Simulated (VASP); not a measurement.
# Ag (Fm-3m) in VASP: further runs

The runs below take Ag through relaxation of cell and atoms, with PBEsol.

All numbers are computed with VASP 6.6.1; they aren't measurements. Logs are shortened: lines on timing, memory, paths and dates and some standing lists are left out, and cuts for length are marked.

## (1) Starting point

It takes space group Fm-3m (No. 225, cubic). The conventional cell has a = 4.085 Å, b = 4.085 Å, c = 4.085 Å, α = 90.00°, β = 90.00°, γ = 90.00°. Ag (site symmetry m-3m) has 12 Ag at 2.89 Å as nearest neighbours.

## (2) Relaxation of cell and atoms, PBEsol

File INCAR:

```
SYSTEM = Ag
PREC = Accurate
ENCUT = 600
EDIFF = 1E-6
ISMEAR = 1
SIGMA = 0.1
LREAL = .FALSE.
LASPH = .TRUE.
NELM = 80
ALGO = Normal
ISIF = 3
LWAVE = .FALSE.
LCHARG = .FALSE.
GGA = PS
IBRION = 2
NSW = 90
EDIFFG = -0.01
```

File KPOINTS:

```
Automatic mesh
0
G
  18 18 18
  0 0 0
```

File POSCAR:

```
Ag
1.0
    0.0000000000      2.0427500000      2.0427500000
    2.0427500000      0.0000000000      2.0427500000
    2.0427500000      2.0427500000      0.0000000000
Ag
1
Direct
    0.0000000000      0.0000000000      0.0000000000
```

Potentials or basis: VASP PAW PBE potentials, release 64 (Ag).

On the command line:

```bash
$ cat potpaw_PBE.64/Ag/POTCAR > POTCAR
$ mpirun -np 1 vasp_std > vasp.out
```

OUTCAR:

```text
SYSTEM = Ag
   PREC = Accurate
   ENCUT = 600
   EDIFF = 1E-6
   ISMEAR = 1
   LREAL = .FALSE.
   LASPH = .TRUE.
   NELM = 80
   ISIF = 3
   GGA = PS
   IBRION = 2
   NSW = 90
   EDIFFG = -0.01

 ion  position               nearest neighbor table
   1  0.000  0.000  0.000-

  LATTYP: Found a face centered cubic cell.
 ALAT       =     4.0855000000

  Lattice vectors:

 A1 = (   0.0000000000,   2.0427500000,   2.0427500000)
 A2 = (   2.0427500000,   0.0000000000,   2.0427500000)
 A3 = (   2.0427500000,   2.0427500000,   0.0000000000)

Analysis of symmetry for initial positions (statically):
=====================================================================
 Subroutine PRICEL returns:
 Original cell was already a primitive cell.

 Routine SETGRP: Setting up the symmetry group for a
 face centered cubic supercell.

 Subroutine GETGRP returns: Found 48 space group operations
 (whereof 48 operations were pure point group operations)
 out of a pool of 48 trial point group operations.

The static configuration has the point symmetry O_h .

Analysis of symmetry for dynamics (positions and initial velocities):
=====================================================================
 Subroutine PRICEL returns:
 Original cell was already a primitive cell.

 Routine SETGRP: Setting up the symmetry group for a
 face centered cubic supercell.

 Subroutine GETGRP returns: Found 48 space group operations
 (whereof 48 operations were pure point group operations)
 out of a pool of 48 trial point group operations.

The dynamic configuration has the point symmetry O_h .

 Subroutine INISYM returns: Found 48 space group operations
 (whereof 48 operations are pure point group operations),
 and found     1 'primitive' translations

----------------------------------------------------------------------------------------

                                     Primitive cell

  volume of cell :      17.0481

  direct lattice vectors                    reciprocal lattice vectors
     0.000000000  2.042750000  2.042750000    -0.244768082  0.244768082  0.244768082
     2.042750000  0.000000000  2.042750000     0.244768082 -0.244768082  0.244768082
     2.042750000  2.042750000  0.000000000     0.244768082  0.244768082 -0.244768082

  length of vectors
     2.888884755  2.888884755  2.888884755     0.423950755  0.423950755  0.423950755

  position of ions in fractional coordinates (direct lattice)
     0.000000000  0.000000000  0.000000000

  ion indices of the primitive-cell ions
   primitive index   ion index
                 1           1

----------------------------------------------------------------------------------------

 KPOINTS: Automatic mesh

Automatic generation of k-mesh.
 Grid dimensions read from file:
 generate k-points for:   18   18   18

 Generating k-lattice:

  Cartesian coordinates                     Fractional coordinates (reciprocal lattice)
    -0.013598227  0.013598227  0.013598227     0.055555556  0.000000000  0.000000000
     0.013598227 -0.013598227  0.013598227     0.000000000  0.055555556  0.000000000
     0.013598227  0.013598227 -0.013598227     0.000000000  0.000000000  0.055555556

  Length of vectors
     0.023552820  0.023552820  0.023552820

  Shift w.r.t. Gamma in fractional coordinates (k-lattice)
     0.000000000  0.000000000  0.000000000

 Subroutine IBZKPT returns following result:
 ===========================================

 Found    195 irreducible k-points:

 Following reciprocal coordinates:
            Coordinates               Weight
  0.000000  0.000000  0.000000      1.000000
  0.055556  0.000000  0.000000      8.000000
  0.111111  0.000000  0.000000      8.000000
  0.166667  0.000000  0.000000      8.000000
  0.222222  0.000000  0.000000      8.000000
  0.277778  0.000000  0.000000      8.000000
[... 16 lines left out ...]
 -0.277778  0.055556  0.000000     24.000000
 -0.222222  0.055556  0.000000     24.000000
 [... further k-points ...]
   k-points           NKPTS =    195   k-points in BZ     NKDIM =    195   number of bands    NBANDS=      9
   number of dos      NEDOS =    301   number of ions     NIONS =      1
   total plane-waves  NPLWV =  13824
   dimension x,y,z NGX =    24 NGY =   24 NGZ =   24
   dimension x,y,z NGXF=    48 NGYF=   48 NGZF=   48
   ions per type =               1
   NGX,Y,Z   is equivalent  to a cutoff of  13.81, 13.81, 13.81 a.u.
   NGXF,Y,Z  is equivalent  to a cutoff of  27.62, 27.62, 27.62 a.u.
 SYSTEM =  Ag
   PREC   = accura    normal or accurate (medium, high low for compatibility)
   ISTART =      0    job   : 0-new  1-cont  2-samecut
   ICHARG =      2    charge: 1-file 2-atom 10-const
   ISPIN  =      1    spin polarized calculation?
   LNONCOLLINEAR =      F non collinear calculations
   LSORBIT =      F    spin-orbit coupling
   LASPH  =      T    aspherical Exc in radial PAW
   ENCUT  =  600.0 eV  44.10 Ry    6.64 a.u.   5.77  5.77  5.77*2*pi/ulx,y,z
   NELM   =     80;   NELMIN=  2; NELMDL= -5     # of ELM steps
   EDIFF  = 0.1E-05   stopping-criterion for ELM
   LREAL  =      F    real-space projection
   EDIFFG = -.1E-01   stopping-criterion for IOM
   NSW    =     90    number of steps for IOM
   IBRION =      2    ionic relax: 0-MD 1-quasi-New 2-CG
   NFREE  =      1    steps in history (QN), initial steepest desc. (CG)
   ISIF   =      3    stress and relaxation
   ISYM   =      2    0-nonsym 1-usesym 2-fastsym
   POTIM  = 0.5000    time-step for ionic-motion
   TEBEG  =    0.0;   TEEND  =   0.0 temperature during run
   PSTRESS=    0.0 pullay stress
   NELECT =      11.0000    total number of electrons
   NUPDOWN=      -1.0000    fix difference up-down
   EMIN   =  10.00;   EMAX   =-10.00  energy-range for DOS
   EFERMI =   0.00;   METHOD = LEGACY
   ISMEAR =     1;   SIGMA  =   0.10  broadening in eV -4-tet -1-fermi 0-gaus
   EFERMI_NEDOS =   21; number of points for ismear=-14 and -15
   IALGO  =     38    algorithm
   IMIX   =      4    mixing-type and parameters
     AMIX     =   0.40;   BMIX     =  1.00
     AMIX_MAG =   1.60;   BMIX_MAG =  1.00
  volume/ion in A,a.u.               =      17.05       115.05
  Fermi-wavevector in a.u.,A,eV,Ry     =   1.414644  2.673290 27.228221  2.001218
  Thomas-Fermi vector in A             =   2.536165
   LORBIT       =      0    0 simple, 1 ext, 2 COOP (PROOUT), +10 PAW based schemes
   GGA     = PS    functional components
   LHFCALC =     F    Hartree Fock is set to
   AEXX    =    0.0000 exact exchange contribution
   IVDW    =     0    specifies the selected vdW correction
   LEPSILON=     F    determine dielectric tensor
   LRPA    =     F    only Hartree local field effects (RPA)
 conjugate gradient relaxation of ions
 non-spin polarized calculation
 Methfessel and Paxton  Order N= 1 SIGMA  =   0.10
  energy-cutoff  :      600.00
  volume of cell :       17.05
 maximum number of plane-waves:       588
   NGX = 11   NGY = 11   NGZ = 11

--------------------------------------- Ionic step        1  -------------------------------------------

 number of electron      10.9999999 magnetization

 Free energy of the ion-electron system (eV)
  ---------------------------------------------------
  ext. energy  EPLUGINS =         0.00000000
  ---------------------------------------------------
  free energy    TOTEN  =        -3.30824109 eV

  energy without entropy =       -3.30806718  energy(sigma->0) =       -3.30818312

------------------------ aborting loop because EDIFF is reached ----------------------------------------

  FORCE on cell =-STRESS in cart. coord.  units (eV):
  Direction    XX          YY          ZZ          XY          YZ          ZX
  --------------------------------------------------------------------------------------
  -------------------------------------------------------------------------------------
  Total       -0.2959965     -0.2959965     -0.2959965      0.0000000      0.0000000     -0.0000000
  in kB      -27.8177142    -27.8177142    -27.8177142      0.0000000      0.0000000     -0.0000000
  external PRESSURE =     -27.8177142 kB  Pullay stress =       0.0000000 kB

 VOLUME and BASIS-vectors are now :
 -----------------------------------------------------------------------------
  energy-cutoff  :      600.00
  volume of cell :       17.05
      direct lattice vectors                 reciprocal lattice vectors
     0.000000000  2.042750000  2.042750000    -0.244768082  0.244768082  0.244768082
     2.042750000  0.000000000  2.042750000     0.244768082 -0.244768082  0.244768082
     2.042750000  2.042750000  0.000000000     0.244768082  0.244768082 -0.244768082
[... 36 lines left out ...]
 POSITION                                       TOTAL-FORCE (eV/Angst)
 -----------------------------------------------------------------------------------
      2.01358      4.02716      2.01358         0.000000      0.000000      0.000000
 -----------------------------------------------------------------------------------
    total drift:                               -0.000000     -0.000000      0.000000

  FREE ENERGIE OF THE ION-ELECTRON SYSTEM (eV)
  ---------------------------------------------------
  free  energy   TOTEN  =        -3.3098348275 eV

  energy  without entropy=       -3.3096423258  energy(sigma->0) =       -3.30977066

--------------------------------------- Ionic step        3  -------------------------------------------

 number of electron      11.0000001 magnetization

 Free energy of the ion-electron system (eV)
  ---------------------------------------------------
  ext. energy  EPLUGINS =         0.00000000
  ---------------------------------------------------
  free energy    TOTEN  =        -3.31197417 eV

  energy without entropy =       -3.31177147  energy(sigma->0) =       -3.31190660

 E-fermi :   8.5168     XC(G=0): -12.5613

 val. band max:        8.4900997315   @ k =   0.5000   0.1667   0.0556
 cond. band min:       8.6820735594   @ k =   0.5000   0.3333   0.1111
 fundamental gap:      0.1919738279
 Fermi energy:         8.5167983493

 k-point     1 :       0.0000    0.0000    0.0000
  band No.  band energies     occupation
      1       0.5658      2.00000
      2       3.7211      2.00000
      3       3.7211      2.00000
      4       3.7211      2.00000
      5       4.8152      2.00000
      6       4.8152      2.00000
      7      24.6198      0.00000
      8      28.3404      0.00000
      9      28.3404      0.00000

 k-point     2 :       0.0556    0.0000    0.0000
  band No.  band energies     occupation
      1       0.6646      2.00000
      2       3.6968      2.00000
      3       3.7494      2.00000
      4       3.7494      2.00000
      5       4.8039      2.00000
      6       4.8039      2.00000
      7      24.6515      0.00000
      8      27.5003      0.00000
      9      28.3897      0.00000
[... 253 lines left out ...]
 k-point    24 :      -0.2222    0.0556    0.0000
  band No.  band energies     occupation
      1       2.0297      2.00000
      2       3.7037      2.00000
      3       3.9784      2.00000
      4       3.9876      2.00000
      5       4.7612      2.00000
      6       5.1412      2.00000
      7      20.3039      0.00000
      8      24.9216      0.00000
      9      27.4314      0.00000

 [... further k-points ...]

------------------------ aborting loop because EDIFF is reached ----------------------------------------

  FORCE on cell =-STRESS in cart. coord.  units (eV):
  Direction    XX          YY          ZZ          XY          YZ          ZX
  --------------------------------------------------------------------------------------
  -------------------------------------------------------------------------------------
  Total       -0.0005928     -0.0005928     -0.0005928     -0.0000000      0.0000000      0.0000000
  in kB       -0.0571095     -0.0571095     -0.0571095     -0.0000000      0.0000000      0.0000000
  external PRESSURE =      -0.0571095 kB  Pullay stress =       0.0000000 kB

 VOLUME and BASIS-vectors are now :
 -----------------------------------------------------------------------------
  energy-cutoff  :      600.00
  volume of cell :       16.63
      direct lattice vectors                 reciprocal lattice vectors
     0.000000000  2.025928494  2.025928494    -0.246800418  0.246800418  0.246800418
     2.025928494  0.000000000  2.025928494     0.246800418 -0.246800418  0.246800418
     2.025928494  2.025928494  0.000000000     0.246800418  0.246800418 -0.246800418

 POSITION                                       TOTAL-FORCE (eV/Angst)
 -----------------------------------------------------------------------------------
      0.00000      0.00000      0.00000         0.000000      0.000000      0.000000
 -----------------------------------------------------------------------------------
    total drift:                               -0.000000      0.000000     -0.000000

  FREE ENERGIE OF THE ION-ELECTRON SYSTEM (eV)
  ---------------------------------------------------
  free  energy   TOTEN  =        -3.3119741683 eV

  energy  without entropy=       -3.3117714684  energy(sigma->0) =       -3.31190660

 reached required accuracy - stopping structural energy minimisation
```

Run time: 21 s. Hardware: 1 thread of Intel Xeon Platinum 8559C (Emerald Rapids), shared host; peak memory 0.17 GiB.

What came out:

- Free energy: -3.3120 eV
- Relaxed volume: 16.63 Å³/atom
- Relaxed cell: a = 2.865 Å, b = 2.865 Å, c = 2.865 Å, α = 60.00°, β = 60.00°, γ = 60.00°
- Space group after relaxing (to 0.05 Å): Fm-3m (No. 225)
- Energy gained by relaxing: 3.7 meV/atom
- Ionic steps: 3
- Pressure after relaxing: 0.0 GPa
- Band gap on the k mesh: none (metal or under the smearing width)

The path:
| step | energy change (eV) | largest force (eV/Å) | pressure (GPa) | volume (Å³) |
| --- | --- | --- | --- | --- |
| 1 | 0.0000 | 0.0000 | -2.78 | 17.05 |
| 2 | -0.0016 | 0.0000 | 2.33 | 16.33 |
| 3 | -0.0037 | 0.0000 | -0.01 | 16.63 |

Final structure:
```cif
data_structure
_symmetry_space_group_name_H-M 'P 1'
_symmetry_Int_Tables_number 1
_cell_length_a 2.8651
_cell_length_b 2.8651
_cell_length_c 2.8651
_cell_angle_alpha 60.000
_cell_angle_beta 60.000
_cell_angle_gamma 60.000
_cell_volume 16.63
loop_
_atom_site_label
_atom_site_type_symbol
_atom_site_fract_x
_atom_site_fract_y
_atom_site_fract_z
_atom_site_occupancy
Ag1 Ag 0.00000 0.00000 0.00000 1
```

Caveat: the PAW data sets were made with another functional, which shifts forces and pressure a little.

## (3) Relaxation of cell and atoms, PBEsol

This run uses another cell than the first one, of 16.63 Å³/atom, 0.975 times its volume.

INCAR, as its differences from that of step 2:

```diff
@@ -3,3 +3,3 @@
 ENCUT = 600
-EDIFF = 1E-6
+EDIFF = 1E-7
 ISMEAR = 1
@@ -16,2 +16,2 @@
 NSW = 90
-EDIFFG = -0.01
+EDIFFG = -0.005
```

KPOINTS is that of step 2.

File POSCAR:

```
Ag                                      
1.0
    0.0000000000      2.0259284944      2.0259284944
    2.0259284944      0.0000000000      2.0259284944
    2.0259284944      2.0259284944      0.0000000000
  Ag            
     1
Direct
     0.0000000000000000    0.0000000000000000    0.0000000000000000
```

Potentials or basis: VASP PAW PBE potentials, release 64 (Ag).

On the command line:

```bash
$ cat potpaw_PBE.64/Ag/POTCAR > POTCAR
$ mpirun -np 1 vasp_std > vasp.out
```

Wall time 10 s (1 thread of Intel Xeon Platinum 8559C (Emerald Rapids), shared host); peak memory 0.16 GiB.

Results (log left out):

- Free energy: -3.3117 eV
- Pressure after relaxing: 0.0 GPa
- Band gap on the k mesh: none (metal or under the smearing width)

Final structure:
```cif
data_structure
_symmetry_space_group_name_H-M 'P 1'
_symmetry_Int_Tables_number 1
_cell_length_a 2.8651
_cell_length_b 2.8651
_cell_length_c 2.8651
_cell_angle_alpha 60.000
_cell_angle_beta 60.000
_cell_angle_gamma 60.000
_cell_volume 16.63
loop_
_atom_site_label
_atom_site_type_symbol
_atom_site_fract_x
_atom_site_fract_y
_atom_site_fract_z
_atom_site_occupancy
Ag1 Ag 0.00000 0.00000 0.00000 1
```

Levels at points of the mesh, in eV from the Fermi level:
```
           k point  band 4  band 5  band 6  band 7  band 8  band 9
(0.00, 0.00, 0.00)   -4.80   -3.70   -3.70   16.10   19.82   19.82
(0.50, 0.00, 0.00)   -2.87   -2.87   -0.46    3.79   15.34   18.14
(0.50, 0.50, 0.00)   -2.65   -2.65    1.58    6.98   10.79   10.79
```

Caveat: the relaxation stopped at its first step, so nothing moved; the PAW data sets were made with another functional, which shifts forces and pressure a little.
